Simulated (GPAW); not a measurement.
PtSe2 (Sudovikovite):

```
Pt Se
1.0
     3.72400    0.00000    0.00000
    -1.86200    3.22508    0.00000
     0.00000    0.00000    5.06200
Pt Se
1 2
Direct
  0.00000 0.00000 0.00000
  0.66667 0.33333 0.75000
  0.33333 0.66667 0.25000
```

```yaml
Program: GPAW 26.7.0
Task: relaxation of cell and atoms
Functional: RPBE
Dispersion: D3
Potentials_or_basis: the program's PAW data sets (release 1.2.1) made for this functional
Cutoff: 600 eV
Basis: pw
k_mesh: 6 × 6 × 4
Occupations: fermi-dirac, width 0.05 eV
Spin: no spin polarisation
```

At the start: pressure 5.7 GPa; volume 20.27 Å³/atom.

Question: Where does the relaxation end?

Answer: Over 14 steps the energy falls by 26.9 meV/atom and the volume is 19.99 Å³/atom (-1.4 %); space group P-3m1 (No. 164, to 0.05 Å).

Step by step:
| step | energy change (eV) | largest force (eV/Å) | pressure (GPa) | volume (Å³) |
| --- | --- | --- | --- | --- |
| 1 | 0.0000 | 0.8536 | 5.73 | 60.80 |
| 2 | -0.0358 | 0.5774 | 3.49 | 61.43 |
| 3 | -0.0635 | 0.1069 | -0.20 | 62.55 |
| 4 | -0.0641 | 0.0669 | -0.47 | 62.59 |
| 5 | -0.0651 | 0.0161 | -0.75 | 62.54 |
| 6 | -0.0673 | 0.0619 | -1.03 | 62.24 |
| 7 | -0.0707 | 0.1455 | -1.01 | 61.52 |
| 8 | -0.0733 | 0.1562 | -0.51 | 60.80 |
| 9 | -0.0753 | 0.0887 | 0.22 | 60.30 |
| 10 | -0.0764 | 0.0231 | 0.59 | 60.17 |
| 11 | -0.0776 | 0.0276 | 0.77 | 60.05 |
| 12 | -0.0795 | 0.0657 | 0.71 | 59.90 |
| 13 | -0.0804 | 0.0443 | 0.34 | 59.90 |
| 14 | -0.0806 | 0.0124 | 0.06 | 59.97 |

Final structure:
```
Pt Se
1.0
     3.77953    0.00000    0.00000
    -1.88977    3.27317    0.00000
     0.00000    0.00000    4.84757
Pt Se
1 2
Direct
  0.00000 0.00000 0.00000
  0.66667 0.33333 0.73178
  0.33333 0.66667 0.26822
```

Caveat: later steps reuse the first step's grids; pairwise dispersion overbinds metals, which lowers pressure and volume.
